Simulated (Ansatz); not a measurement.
Level of theory: DFT PBE, scalar-relativistic, plane waves, PAW (Ansatz 0.2.0). All cells share a 420 eV cutoff and Γ-centred k meshes spaced at most about 0.3 Å⁻¹ (about 0.25 or finer for metals, 2π included). No spin polarisation in the final relaxations.

All energies are static (0 K, no zero-point motion).

Two relaxed structures of C:

1.

```yaml
crystal:
  lattice:
    - [-2.46831, 2.46831, 2.48774]
    - [2.46831, -2.46831, 2.48774]
    - [2.46831, 2.46831, -2.48774]
  atoms:
    - { symbol: C, position: [0.58891, 0.41109, 0.50000] }
    - { symbol: C, position: [0.16109, 0.16109, 0.32219] }
    - { symbol: C, position: [0.83891, 0.83891, 0.67781] }
    - { symbol: C, position: [0.91109, 0.08891, 0.50000] }
    - { symbol: C, position: [0.16109, 0.83891, 0.00000] }
    - { symbol: C, position: [0.58891, 0.08891, 0.17781] }
    - { symbol: C, position: [0.91109, 0.41109, 0.82219] }
    - { symbol: C, position: [0.83891, 0.16109, 0.00000] }
```

2.

```yaml
crystal:
  lattice:
    - [-1.72228, 1.72228, 4.31004]
    - [1.72228, -1.72228, 4.31004]
    - [1.72228, 1.72228, -4.31004]
  atoms:
    - { symbol: C, position: [0.50000, 0.19930, 0.69930] }
    - { symbol: C, position: [0.80070, 0.50000, 0.30070] }
    - { symbol: C, position: [0.19930, 0.50000, 0.69930] }
    - { symbol: C, position: [0.50000, 0.80070, 0.30070] }
```

Task: Which would you expect to be lower, and how large is the difference?

Result: Cell 2 is lower, by 0.35 eV/atom. Cell 1 has space group I4_1/amd (No. 141), 7.6 Å³/atom and a gap of 3.30 eV on its mesh; cell 2 has space group I4/mmm (No. 139), 12.8 Å³/atom and no gap. Counting all near atoms (those within 1.25 times the shortest such distance or 1.15 times the sum of covalent radii), cell 1 has C 4 and cell 2 has C 3. Both come from invented guesses. The part of the Crystallography Open Database at hand lists C in space groups No. 58, 69, 71, 141, 166 and others; sharing a group (I4_1/amd) doesn't make a cell the listed structure.

No dispersion correction is applied, so the spacing and binding between layers, chains or molecules are poorly described (I4/mmm), and this can change margins and order among such cells. Kohn–Sham gaps at this level usually fall short of measured ones. With atoms moved at random, I4_1/amd came back. Other cells relaxed within their symmetry can be saddle points.
